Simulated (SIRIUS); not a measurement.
**Hf under changes of volume**

One of the cells (22.828 Å³/atom); the others are scaled copies at fixed shape and fractional positions:

```xyz
2
Lattice="3.2179 0.0000 0.0000 -1.6089 2.7868 0.0000 0.0000 0.0000 5.0913" Properties=species:S:1:pos:R:3 pbc="T T T"
Hf    1.6089    0.9289    3.8185
Hf    0.0000    1.8578    1.2728
```

| Quantity | Value |
| --- | --- |
| Program | SIRIUS 7.10.0 |
| Functional | PBEsol |
| Potentials or basis | PseudoDojo 0.4.1 PBEsol standard (scalar relativistic) |
| Cutoff | 807 eV |
| Density cutoff | 3227 eV |
| k mesh | 10 × 10 × 5 |
| Occupations | fermi-dirac, width 0.05 eV |
| Spin | no spin polarisation |

| volume (Å³/atom) | energy over the lowest point (meV/atom) | pressure (GPa) |
| --- | --- | --- |
| 21.037 | ? | ? |
| 21.485 | 0.00 | 0.9 |
| 21.933 | 1.05 | -1.5 |
| 22.828 | 21.26 | -5.5 |
| 23.276 | 39.39 | -7.3 |
| 23.723 | 62.24 | -8.9 |

Task: What does the run at 21.037 Å³/atom give?

Result: Energy over the lowest point 5.74 meV/atom; pressure 3.4 GPa.

Worked out: A Birch-Murnaghan fit of order 3 (a polynomial in V^(-2/3)) to the other rows has its minimum at 21.63 Å³/atom with B0 = V·E''(V) = 114 GPa and B' = 3.4 at fixed shape and positions, which overstates the stiffness. It gives 5.75 meV/atom at 21.037 Å³/atom, against the run's 5.74, and -dE/dV = 3.4 GPa, against 3.4.

Energies are extrapolated to zero smearing.
